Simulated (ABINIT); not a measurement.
Ca:

```
Ca
1.0
     0.00000    2.79420    2.79420
     2.79420    0.00000    2.79420
     2.79420    2.79420    0.00000
Ca
1
Cartesian
  0.0000 0.0000 0.0000
```

| Item | Value |
| --- | --- |
| Program | ABINIT 10.8.3 (patched build) |
| Task | relaxation of cell and atoms |
| Functional | PBEsol |
| Potentials or basis | JTH PAW PBE v2.0 |
| Cutoff | 517 eV |
| k mesh | 6 × 6 × 6 |
| Occupations | fermi-dirac, width 0.05 eV |
| Spin | no spin polarisation |

At the start: pressure -1.2 GPa; volume 43.63 Å³/atom.

Problem. How do energy, volume and symmetry change on relaxing?

Solution. Over 3 steps the energy falls by 13.1 meV/atom and the volume is 40.37 Å³/atom (-7.5 %); space group Fm-3m (No. 225, to 0.05 Å).

Step by step:
```
step  energy change (eV)  largest force (eV/Å)  pressure (GPa)  volume (Å³)
   1              0.0000                0.0000           -1.23        43.63
   2             -0.0012                0.0000           -1.17        43.47
   3             -0.0131                0.0000            0.00        40.37
```

Final structure:
```
Ca
1.0
     0.00000    2.72282    2.72282
     2.72282    0.00000    2.72282
     2.72282    2.72282    0.00000
Ca
1
Direct
  0.00000 0.00000 0.00000
```

Caveat: the PAW data sets were made with another functional, which shifts forces and pressure a little.
